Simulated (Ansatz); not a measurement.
A run of Ansatz 0.2.0 is set up as follows.

File input.yaml:

```yaml
crystal:
  lattice:
    - [1.8807968987, 1.0858785957, 3.5140619945]
    - [-1.8807968987, 1.0858785957, 3.5140619945]
    - [0.0, -2.1717571915, 3.5140619945]
  atoms:
    - { symbol: As, position: [0.226, 0.226, 0.226] }
    - { symbol: As, position: [0.774, 0.774, 0.774] }
hamiltonian:
  xc: pbesol
  pseudopotentials: { kind: paw }
kpoints:
  mp_grid: { grid: [8, 8, 8] }
scf:
  occupations: { method: fermi_dirac, width: 0.05 }
  n_extra_bands: 6
output:
  forces: true
  stress: true
  eigenvalues: true
  dos: { projected: false, de: 0.05, nscf_kmesh: { grid: [12, 12, 12] } }
```

Potentials or basis: Ansatz PAW.

Command:

```sh
$ ansatz run input.yaml --threads 2 --pin off --max-ram 5632MiB --backend cpu --events-out ev --progress --plain --runs-dir out
```

(1) Estimate the density of states at the Fermi level.

(2) What does it give for the largest force?

(3) What does it give for the pressure?

(4) What does it give for the band gap on the k mesh?

## Answers

(1) 0.04 states/eV per cell.

(2) 0.359 eV/Å.

(3) 0.3 GPa.

(4) none (metal or under the smearing width).

Caveat: the PAW data sets come from PBE, with cores solved anew for the run's functional, which leaves a small shift of forces and pressure.
